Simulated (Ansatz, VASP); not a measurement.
## Two plane-wave programs on EuS

```
Eu S
1.0
     0.00000    2.97850    2.97850
     2.97850    0.00000    2.97850
     2.97850    2.97850    0.00000
Eu S
1 1
Direct
  0.50000 0.50000 0.50000
  0.00000 0.00000 0.00000
```

Alike in both runs: task single point; functional LDA; k mesh 6 × 6 × 6; occupations gaussian, width 0.05 eV; collinear spin; Hubbard terms Eu f U = 8.0 eV, J = 0.9 eV.

|  | VASP | Ansatz |
| --- | --- | --- |
| version | VASP 6.6.1 | Ansatz 0.2.0 |
| potentials or method | VASP PAW PBE potentials, release 64 (Eu, S) | scalar-relativistic, plane waves, PAW |
| plane-wave cutoff (eV) | 520 | 420 |
| valence electrons in the cell | 23 | 23 |

|  | VASP | Ansatz | Ansatz less VASP |
| --- | --- | --- | --- |
| gap on the k mesh at the Fermi level (eV) | 0.55 | 0.78 | +0.230 |
| least direct gap on the mesh (eV) | 0.88 | 1.27 | +0.394 |
| pressure (GPa) | -3.5 | -3.8 | -0.38 |
| net moment per atom (μB) | 3.50 | 3.50 | 0.000 |
| size of the moment on the site where the two differ most (μB) | 6.75 | 6.86 | +0.108 |

Site moments also hang on the region over which each program counts them. The programs project onto different local orbitals, so the same U acts differently.

Caveats: the PAW data sets were made with another functional, which shifts forces and pressure a little (VASP); spin-orbit coupling is left out, which moves the levels of the heavy elements; a cell with one magnetic atom can't hold antiferromagnetic order, which such compounds often take. The state reached can hang on the start; a lower one may exist. A k mesh can miss the band edges.
